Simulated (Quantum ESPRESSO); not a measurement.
# WS2 (R3m) in Quantum ESPRESSO: notebook, part 2 of 3

Quantum ESPRESSO 7.5. The steps go on from the part before.

### 3 Single point, PBEsol+U, collinear spin, ferromagnetic start

File pw.in:

```
&CONTROL
  calculation = 'scf'
  prefix = 'pwscf'
  outdir = './tmp'
  pseudo_dir = './pseudo'
  tprnfor = .true.
  tstress = .true.
  disk_io = 'nowf'
/
&SYSTEM
  ibrav = 0
  nat = 3
  ntyp = 2
  ecutwfc = 56
  ecutrho = 448
  nbnd = 23
  occupations = 'smearing'
  smearing = 'gaussian'
  degauss = 0.00367493
  nspin = 2
  starting_magnetization(1) = 0.1429
  starting_magnetization(2) = 0
/
&ELECTRONS
  conv_thr = 1.2d-07
  electron_maxstep = 100
  mixing_beta = 0.7
  mixing_ndim = 20
/
ATOMIC_SPECIES
W    183.8400 w_pbesol_v1.2.uspp.F.UPF
S     32.0600 s_pbesol_v1.4.uspp.F.UPF
CELL_PARAMETERS angstrom
   1.5790001700    0.9116361700    6.1633291500
  -1.5790001700    0.9116361700    6.1633291500
   0.0000000000   -1.8232723400    6.1633291500
ATOMIC_POSITIONS crystal
W      0.0000000000    0.0000000000    0.0000000000
S      0.7503000000    0.7503000000    0.7503000000
S      0.5810000000    0.5810000000    0.5810000000
K_POINTS automatic
7 7 7 0 0 0
HUBBARD {ortho-atomic}
U W-5d 2.0
```

Potentials or basis: GBRV 1.5 PBEsol.

Launch:

```sh
> OMP_NUM_THREADS=1 mpirun -n 2 pw.x -nk 2 -in pw.in > pw.out
```

pw.out:

```text
This program is part of the open-source Quantum ESPRESSO suite
     for quantum simulation of materials; please cite
[... 13 lines left out ...]
     --------------------
     sticks:   dense  smooth     PW     G-vecs:    dense   smooth      PW
     Sum        2491    1251    407                57493    20353    3733

     Using Slab Decomposition

     bravais-lattice index     =            0
     lattice parameter (alat)  =      12.1459  a.u.
     unit-cell volume          =     359.2253 (a.u.)^3
     number of atoms/cell      =            3
     number of atomic types    =            2
     number of electrons       =        26.00
     number of Kohn-Sham states=           23
     kinetic-energy cutoff     =      56.0000  Ry
     charge density cutoff     =     448.0000  Ry
     scf convergence threshold =      1.2E-07
     mixing beta               =       0.7000
     number of iterations used =           20  plain     mixing
     Exchange-correlation= SLA  PW   PSX  PSC
                           (   1   4  10   8   0   0   0)
     Hubbard projectors: ortho-atomic
     Hubbard parameters of DFT+U (Dudarev formulation) in eV:
     U(W-5d) =  2.0000

     Internal variables: lda_plus_u =T, lda_plus_u_kind = 0

     Internal variables: orbital_resolved =F, hub_pot_fix =F, apply_U = F

     celldm(1)=  12.145949  celldm(2)=   0.000000  celldm(3)=   0.000000
     celldm(4)=   0.000000  celldm(5)=   0.000000  celldm(6)=   0.000000

     crystal axes: (cart. coord. in units of alat)
               a(1) = (   0.245669   0.141837   0.958921 )
               a(2) = (  -0.245669   0.141837   0.958921 )
               a(3) = (   0.000000  -0.283674   0.958921 )

     reciprocal axes: (cart. coord. in units 2 pi/alat)
               b(1) = (  2.035262  1.175059  0.347613 )
               b(2) = ( -2.035262  1.175059  0.347613 )
               b(3) = (  0.000000 -2.350119  0.347613 )

     PseudoPot. # 1 for W  read from file:
     w_pbesol_v1.2.uspp.F.UPF
     Pseudo is Ultrasoft + core correction, Zval = 14.0
     Generated by new atomic code, or converted to UPF format
     Using radial grid of  923 points,  8 beta functions with:
                l(1) =   0
                l(2) =   0
                l(3) =   0
                l(4) =   1
                l(5) =   1
                l(6) =   2
                l(7) =   2
                l(8) =   3
     Q(r) pseudized with  6 coefficients,  rinner =    1.350   1.350   1.350
                                                       1.350   1.350   1.350
                                                       1.350

[... 291 lines left out ...]
     ------------------------ ATOM    1 ------------------------
     Tr[ns(  1)] (up, down, total) =   2.42872  2.42827  4.85698
     Atomic magnetic moment for atom   1 =   0.00045
     SPIN  1
     eigenvalues:
       0.450  0.450  0.489  0.489  0.551
     eigenvectors (columns):
      -0.000  0.000  0.000  0.000  1.000
       0.959 -0.283  0.012  0.023  0.000
      -0.283 -0.959  0.023 -0.012  0.000
      -0.007 -0.025 -0.878  0.478  0.000
       0.025 -0.007 -0.478 -0.878  0.000
     occupation matrix ns (before diag.):
       0.551  0.000  0.000  0.000  0.000
       0.000  0.450  0.000 -0.000 -0.001
[... 6 lines left out ...]
     eigenvectors (columns):
      -0.000  0.000  0.000  0.000  1.000
       0.959 -0.283  0.013  0.023  0.000
      -0.283 -0.959  0.023 -0.013  0.000
      -0.007 -0.025 -0.878  0.478  0.000
       0.025 -0.007 -0.478 -0.878  0.000
     occupation matrix ns (before diag.):
       0.551  0.000  0.000  0.000  0.000
       0.000  0.449  0.000 -0.000 -0.001
       0.000  0.000  0.449 -0.001  0.000
       0.000 -0.000 -0.001  0.489 -0.000
       0.000 -0.001  0.000 -0.000  0.489

     Number of occupied Hubbard levels =    4.8570

 ------ SPIN UP ------------

          k = 0.0000 0.0000 0.0000 (  2547 PWs)   bands (ev):

   -62.9682 -27.2249 -27.0560 -27.0560  -3.9918  -1.9703   3.9458   8.1267
     8.1267   9.4330   9.4330  10.1101  10.3884  13.8978  13.8978  14.2289
    14.2289  16.2856  19.3530  20.0310  21.5329  21.5330  23.4624

          k = 0.0000-0.3357 0.0497 (  2531 PWs)   bands (ev):
[... 253 lines left out ...]
   -62.9645 -27.2122 -27.1263 -27.0723  -3.4265  -2.2560   5.3666   7.2892
     7.3902   8.4334   8.9864   9.3781  11.0020  13.7806  13.7838  13.9626
    14.6127  17.8880  20.0377  20.7716  21.4790  22.2168  22.6535

 ------ SPIN DOWN ----------

          k = 0.0000 0.0000 0.0000 (  2547 PWs)   bands (ev):

   -62.9680 -27.2244 -27.0557 -27.0557  -3.9922  -1.9710   3.9459   8.1266
     8.1266   9.4334   9.4334  10.1100  10.3889  13.8981  13.8981  14.2286
    14.2286  16.2854  19.3533  20.0310  21.5328  21.5328  23.4623

          k = 0.0000-0.3357 0.0497 (  2531 PWs)   bands (ev):
[... 253 lines left out ...]
   -62.9643 -27.2117 -27.1260 -27.0720  -3.4270  -2.2566   5.3667   7.2892
     7.3903   8.4333   8.9869   9.3781  11.0025  13.7804  13.7842  13.9627
    14.6131  17.8877  20.0378  20.7716  21.4791  22.2167  22.6536

     the Fermi energy is    11.8640 ev

!    total energy              =    -207.08325894 Ry
     estimated scf accuracy    <       0.00000002 Ry
     smearing contrib. (-TS)   =      -0.00000000 Ry
     internal energy E=F+TS    =    -207.08325894 Ry

     The total energy is F=E-TS. E is the sum of the following terms:
     one-electron contribution =     -80.55418634 Ry
     hartree contribution      =      51.05646434 Ry
     xc contribution           =     -57.84182949 Ry
     ewald contribution        =    -119.92628466 Ry
     Hubbard energy            =       0.18257720 Ry

     total magnetization       =    -0.00 Bohr mag/cell
     absolute magnetization    =     0.00 Bohr mag/cell

     convergence has been achieved in   9 iterations

     negative rho (up, down):  3.370E-02 3.369E-02

     Forces acting on atoms (cartesian axes, Ry/au):

     atom    1 type  1   force =    -0.00000000    0.00000000   -0.02346151
     atom    2 type  2   force =     0.00000000   -0.00000000    0.01067102
     atom    3 type  2   force =     0.00000000   -0.00000000    0.01279049

     Total force =     0.028773     Total SCF correction =     0.000499

     Computing stress (Cartesian axis) and pressure

     negative rho (up, down):  3.370E-02 3.369E-02
          total   stress  (Ry/bohr**3)                   (kbar)     P=       -2.60
  -0.00004020  -0.00000000   0.00000000           -5.91       -0.00        0.00
   0.00000000  -0.00004020   0.00000000            0.00       -5.91        0.00
   0.00000000   0.00000000   0.00002733            0.00        0.00        4.02

=------------------------------------------------------------------------------=
   JOB DONE.
=------------------------------------------------------------------------------=
```

Wall time 98 s (2 MPI ranks of Intel Xeon 6975P-C (Granite Rapids), shared host); peak memory 0.72 GiB.

Results:

| Quantity | Value |
| --- | --- |
| Free energy | -2817.5113 eV |
| Pressure | -0.3 GPa |
| Largest force | 0.603 eV/Å |
| Band gap on the k mesh | 1.15 eV, indirect (least direct gap 2.39 eV) |
| Net moment | 0.00 μB per cell |
| Absolute moment | 0.00 μB per cell |
| Valence electrons inside the program's atomic spheres | W 10.35; S 4.13, 4.11 |

Forces in eV/Å, atoms in the order of the input:
```
W    0.000  0.000 -0.603
S    0.000  0.000  0.274
S    0.000  0.000  0.329
```

Levels at points of the mesh, in eV from the valence-band top:
Spin up:
```tsv
k point	band 9	band 10	band 11	band 12	band 13	band 14	band 15	band 16	band 17	band 18
(0.00, 0.00, 0.00)	-3.47	-2.16	-2.16	-1.48	-1.21	2.30	2.30	2.63	2.63	4.69
```
Spin down:
```csv
k point,band 11,band 12,band 13,band 14,band 15,band 16
"(0.00, 0.00, 0.00)",-2.16,-1.48,-1.21,2.30,2.30,2.63
```

Eigenvalues of the final occupation matrices:
```csv
site,spin,trace,eigenvalues
W 1 5d,1,2.43,0.45 0.45 0.49 0.49 0.55
W 1 5d,2,2.43,0.45 0.45 0.49 0.49 0.55
```

Caveat: spin-orbit coupling is left out, which moves the levels of the heavy elements; an odd mesh through Γ misses points on the zone boundary, where band edges often lie.

(Continued in part 3 of 3.)
